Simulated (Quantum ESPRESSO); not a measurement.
In under changes of volume

One of the cells (26.686 Å³/atom); the others are scaled copies at fixed shape and fractional positions:

```
In
1.0
    -1.88253    1.88253    1.88253
     1.88253   -1.88253    1.88253
     1.88253    1.88253   -1.88253
In
1
Direct
  0.00000 0.00000 0.00000
```

This isn't the form of In at room conditions, which is tetragonal.

* Program: Quantum ESPRESSO 7.5
* Functional: r2SCAN
* Potentials or basis: SG15 PBE 1.2
* Cutoff: 952 eV
* Density cutoff: 3810 eV
* k mesh: 8 × 8 × 8
* Occupations: fermi-dirac, width 0.05 eV
* Spin: no spin polarisation

```tsv
volume (Å³/atom)	energy over the lowest point (meV/atom)	pressure (GPa)
25.085	6.09	1.8
25.618	?	?
26.152	0.00	0.0
26.686	0.98	-0.7
27.220	4.21	-1.4
27.753	9.42	-2.0
28.287	16.46	-2.5
```

Q: What does the run at 25.618 Å³/atom give?

A: Energy over the lowest point 1.57 meV/atom; pressure 0.8 GPa.

Worked out: A Birch-Murnaghan fit of order 3 (a polynomial in V^(-2/3)) to the other rows has its minimum at 26.21 Å³/atom with B0 = V·E''(V) = 37 GPa and B' = 4.9. It gives 1.61 meV/atom at 25.618 Å³/atom, against the run's 1.57, and -dE/dV = 0.9 GPa, against 0.8.

Energies are extrapolated to zero smearing.

Caveats: the potentials were made for another functional, which shifts forces and pressure.
